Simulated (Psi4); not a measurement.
# MP3/def2-SVPD run of CHF3 (trifluoromethane)

What is the vertical electron affinity of CHF3 (trifluoromethane) at MP3/def2-SVPD? 

Program for the calculation: Psi4 1.11.

1 further run of the same task is left out (set aside as unsound or not needed).

## 1. The structure to begin with

CHF3 has 5 atoms, charge 0, and is taken as a singlet. As SMILES, `FC(F)F`. The coordinates come from a PBE0-D4/def2-TZVP relaxation.

Bond lengths: F1–C2 1.331 Å, C2–F3 1.331 Å, C2–F4 1.331 Å, C2–H5 1.093 Å. Angles: F1–C2–F3 108.5°, F1–C2–F4 108.5°, F3–C2–F4 108.5°, F1–C2–H5 110.4°, F3–C2–H5 110.4°, F4–C2–H5 110.4°.

## 2. A single-point energy at MP3/def2-SVPD

The input, chf3.in:

```
memory 2.2 GB

molecule {
  0 1
  F     -0.668650    -0.329700     1.079190
  C      0.019500     0.056360     0.006820
  F      1.047350    -0.773770    -0.157470
  F     -0.772570    -0.035090    -1.059420
  H      0.374370     1.082210     0.130870
  units angstrom
  symmetry c1
  no_reorient
  no_com
}

set globals {
  basis           def2-SVPD
  puream          true
  e_convergence   1e-09
  d_convergence   1e-08
  scf_type        pk
  num_frozen_docc 4
  mp_type         conv
}

energy_value, wavefunction = energy("mp3", return_wfn=True)
```

Started as:

```bash
$ psi4 -i chf3.in -o chf3.out -n 1
```

chf3.out:

```text
[...]
  Running in c1 symmetry.
[...]
  Nuclear repulsion =  133.952934315841162
[...]
  Multiplicity = 1
[...]
  Nalpha       = 17
  Nbeta        = 17
[...]
    Number of basis functions: 97
[...]
   @RHF iter   1:  -336.43087637507358   -3.71045e-01   5.03112e-03 DIIS/ADIIS
[...]
   @RHF iter  10:  -336.52278177623174   -2.38742e-12   4.16220e-09 DIIS
[...]
    Orbital Energies [Eh]
    ---------------------
    Doubly Occupied:
       1A    -26.349405     2A    -26.349402     3A    -26.349383
       4A    -11.524655     5A     -1.723967     6A     -1.624323
       7A     -1.624320     8A     -0.987168     9A     -0.858490
      10A     -0.837942    11A     -0.837942    12A     -0.722115
      13A     -0.722114    14A     -0.678687    15A     -0.678686
      16A     -0.660995    17A     -0.603510
[...]
  @RHF Final Energy:  -336.52278177623174
   => Energetics <=
    Nuclear Repulsion Energy =            133.9529343158411621
    One-Electron Energy =                -734.6852196903259937
    Two-Electron Energy =                 264.2095035982530931
    Total Energy =                       -336.5227817762317386
[...]
 Multipole Moments:
 ------------------------------------------------------------------------------------
     Multipole            Electronic (a.u.)      Nuclear  (a.u.)        Total (a.u.)
 ------------------------------------------------------------------------------------
 L = 1.  Multiply by 2.5417464519 to convert [e a0] to [Debye]
 Dipole X            :          6.0072789           -5.7702031            0.2370758
 Dipole Y            :         17.3652802          -16.6799889            0.6852913
 Dipole Z            :          2.1002022           -2.0173015            0.0829007
 Magnitude           :                                                    0.7298641
[...]
	SCS-MP2 Total Energy (a.u.)        :  -337.21265584279405
	SOS-MP2 Total Energy (a.u.)        :  -337.19919392320804
[...]
	SOS-PI-MP2 Total Energy (a.u.)     :  -337.25122562682157
[...]
	MP2 Total Energy (a.u.)            :  -337.23957968196595
[...]
	SCS-MP3 Total Energy (a.u.)        :  -337.21321605568016
[...]
	MP3 Total Energy (a.u.)            :  -337.24182053351046
[...]
```

It took 9 s on 1 thread of Intel Xeon Platinum 8375C at 2.90GHz (Ice Lake), shared host; peak memory 0.8 GiB.

## 3. The doublet anion at the same level

The input, run_ase.py:

```python
import numpy as np
from ase.calculators.psi4 import Psi4
from ase import Atoms

a = Atoms(['F', 'C', 'F', 'F', 'H'], positions=[
    [-0.668650, -0.329700, 1.079190],
    [0.019500, 0.056360, 0.006820],
    [1.047350, -0.773770, -0.157470],
    [-0.772570, -0.035090, -1.059420],
    [0.374370, 1.082210, 0.130870],
])
calc = Psi4(atoms=a, method='mp3', basis='def2-SVPD', memory='2200MB', num_threads=1, charge=-1, multiplicity=2, label='chf3', reference='uhf')
calc.psi4.set_options({'puream': True, 'e_convergence': 1e-09, 'd_convergence': 1e-08, 'scf_type': 'pk', 'num_frozen_docc': 4, 'maxiter': 100, 'mp_type': 'conv'})
a.calc = calc

print(f'energy: {a.get_potential_energy():.6f} eV')
```

Started as:

```bash
$ python run_ase.py
```

chf3.dat:

```text
[...]
  Running in c1 symmetry.
[...]
  Nuclear repulsion =  133.952934315841190
[...]
  Multiplicity = 2
[...]
  Nalpha       = 18
  Nbeta        = 17
[...]
    Number of basis functions: 97
[...]
   @UHF iter   1:  -336.34505657071827   -2.85226e-01   4.80646e-03 DIIS/ADIIS
[...]
   @UHF iter  14:  -336.43155633893184   -4.83169e-12   6.51219e-09 DIIS
[...]
   @S^2 Observed:                7.506340531E-01
[...]
    Orbital Energies [Eh]
    ---------------------
    Alpha Occupied:
       1A    -26.167658     2A    -26.167655     3A    -26.167637
       4A    -11.321018     5A     -1.541610     6A     -1.442930
       7A     -1.442927     8A     -0.803369     9A     -0.673835
      10A     -0.656947    11A     -0.656946    12A     -0.542503
      13A     -0.542503    14A     -0.497886    15A     -0.497885
      16A     -0.480626    17A     -0.413751    18A      0.088629
    Alpha Virtual:
      19A      0.265805    20A      0.275377    21A      0.275378
      22A      0.355415    23A      0.355416    24A      0.373307
      25A      0.373308    26A      0.374832    27A      0.470054
[...]
  @UHF Final Energy:  -336.43155633893184
   => Energetics <=
    Nuclear Repulsion Energy =            133.9529343158411905
    One-Electron Energy =                -740.8467507377399670
    Two-Electron Energy =                 270.4622600829669636
    Total Energy =                       -336.4315563389318413
  UHF NO Occupations:
  HONO-2 :   16  A 1.9999684
  HONO-1 :   17  A 1.9997824
[...]
 Multipole Moments:
 ------------------------------------------------------------------------------------
     Multipole            Electronic (a.u.)      Nuclear  (a.u.)        Total (a.u.)
 ------------------------------------------------------------------------------------
 L = 1.  Multiply by 2.5417464519 to convert [e a0] to [Debye]
 Dipole X            :         -1.0758661            0.5367396           -0.5391265
 Dipole Y            :         -3.1100043            1.5515684           -1.5584359
 Dipole Z            :         -0.3761276            0.1876370           -0.1884906
 Magnitude           :                                                    1.6597917
[...]
	SCS-MP2 Total Energy (a.u.)        :  -337.12857250256297
	SOS-MP2 Total Energy (a.u.)        :  -337.11402042693373
[...]
	SOS-PI-MP2 Total Energy (a.u.)     :  -337.16651766447234
[...]
	MP2 Total Energy (a.u.)            :  -337.15767665382134
[...]
	SCS-MP3 Total Energy (a.u.)        :  -337.12919384840814
[...]
	MP3 Total Energy (a.u.)            :  -337.16016203720199
[...]
```

The script printed:

```text
energy: -9174.595321 eV
```

Run time: 19 s. Hardware: 1 thread of Intel Xeon Platinum 8375C at 2.90GHz (Ice Lake), shared host; peak memory 0.83 GiB.

## 4. What came out

Level: MP3/def2-SVPD, 4 core orbitals frozen.

| quantity | value |
| --- | --- |
| singlet CHF3: total energy | -337.24182 Eh |
| singlet CHF3: HOMO energy (Hartree–Fock orbitals) | -16.42 eV |
| singlet CHF3: LUMO energy (Hartree–Fock orbitals) | 2.54 eV |
| singlet CHF3: HOMO–LUMO gap (Hartree–Fock orbitals) | 18.96 eV |
| singlet CHF3: correlation energy (4 core orbitals frozen) | -719.0 mEh |
| doublet anion: total energy | -337.16016 Eh |
| doublet anion: HOMO energy (Hartree–Fock orbitals) (highest over α and β) | 2.41 eV |
| doublet anion: LUMO energy (Hartree–Fock orbitals) (lowest over α and β) | 6.88 eV |
| doublet anion: correlation energy (4 core orbitals frozen) | -728.6 mEh |
| doublet anion: ⟨S²⟩ of the reference determinant | 0.751 |
| vertical electron affinity (to the doublet anion) | -2.222 eV |

The anion lies 2.22 eV (51 kcal/mol) above the neutral: the electron isn't bound at this level, and such a value depends on the basis. The HOMO (doublet anion) lies at positive energy, 2.41 eV: the electron is unbound at this level or held by a compact basis; values depend on the basis.
